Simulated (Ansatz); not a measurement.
Runs of Ansatz 0.2.0 on AlNi. Symmetry: Cmmm, No. 65, orthorhombic system. Conventional cell: a = 3.877 Å, b = 3.906 Å, c = 3.099 Å, α = 90.00°, β = 90.00°, γ = 90.00°. Ni (site symmetry mmm) has 8 Al at 2.48 to 2.49 Å and 4 Ni at 2.75 Å as nearest neighbours. Around Al (site symmetry mmm) lie 8 Ni at 2.48 to 2.49 Å and 4 Al at 2.75 Å. The cell comes from a database or a generator and needn't be the stable form of this composition.

| task | level | k mesh | cutoff (eV) | q mesh | points for each segment of the path | atoms under strain | gap on the mesh (eV) | moment (μB) | V0 of scaled cells (Å³/atom) | B0 (GPa) |
| --- | --- | --- | --- | --- | --- | --- | --- | --- | --- | --- |
| phonons | PBEsol | 8 × 8 × 8 | 420 | 2 × 2 × 2 | 8 | - | none | 0.00 | - | - |
| elastic constants | PBEsol | 8 × 8 × 8 | 420 | - | - | relaxed | none | 0.00 | - | - |
| equation of state | LDA | 10 × 10 × 9 | 420 | - | - | - | - | - | 11.41 | 185 |
| equation of state | r2SCAN | 10 × 10 × 9 | 500 | - | - | - | - | - | (a) | 175 |

Alike in all rows: potentials or basis Ansatz PAW; spin collinear, ferromagnetic start; cell as given; smearing fermi-dirac 0.05 eV.

Question: Estimate the missing entries.

Answer: (a) 11.78.

Caveats: the PAW data sets come from PBE, with cores solved anew for the run's functional, which leaves a small shift of forces and pressure (some runs); the cell was scaled at fixed shape and fractional positions, which overstates the stiffness of a crystal with free parameters, most of all of layers and chains (some runs); some levels weren't fully converged (some runs); elastic constants of metals need much finer meshes, so these are rough (some runs); the magnetic or orbital state may not be the lowest (some runs); the PAW data sets were made with another functional, which shifts forces and pressure a little (some runs).

A gap of «none» marks a metal or a gap under the smearing width.
